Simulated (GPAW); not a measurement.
Crystal: TiB2.

```
CELL_PARAMETERS angstrom
3.02920 0.00000 0.00000
-1.51460 2.62336 0.00000
0.00000 0.00000 3.22840
ATOMIC_POSITIONS crystal
Ti 0.00000 0.00000 0.00000
B 0.66667 0.33333 0.50000
B 0.33333 0.66667 0.50000
```

| Property | Result |
| --- | --- |
| Program | GPAW 26.7.0 |
| Task | relaxation of cell and atoms |
| Functional | PBEsol |
| Potentials or basis | PAW data sets generated in the run's folder for this functional |
| Cutoff | 800 eV |
| Basis | pw |
| k mesh | 7 × 7 × 6 |
| Occupations | fermi-dirac, width 0.05 eV |
| Spin | no spin polarisation |

At the start: pressure -4.6 GPa; volume 8.55 Å³/atom.

Problem. How do energy, volume and symmetry change on relaxing?

Solution. Over 5 steps the energy falls by 2.6 meV/atom and the volume is 8.39 Å³/atom (-1.9 %); space group P6/mmm (No. 191, to 0.05 Å).

Step by step:
```
step  energy change (eV)  largest force (eV/Å)  pressure (GPa)  volume (Å³)
   1              0.0000                0.0000           -4.65        25.66
   2             -0.0024                0.0000           -3.79        25.56
   3             -0.0070                0.0000            0.44        25.14
   4             -0.0071                0.0000            0.36        25.14
   5             -0.0077                0.0000            0.00        25.16
```

Final structure:
```xyz
3
Lattice="3.0202 0.0000 0.0000 -1.5101 2.6155 0.0000 0.0000 0.0000 3.1854" Properties=species:S:1:pos:R:3 pbc="T T T"
Ti    0.0000    0.0000    0.0000
B     1.5101    0.8718    1.5927
B     0.0000    1.7437    1.5927
```

Caveat: later steps reuse the first step's grids.
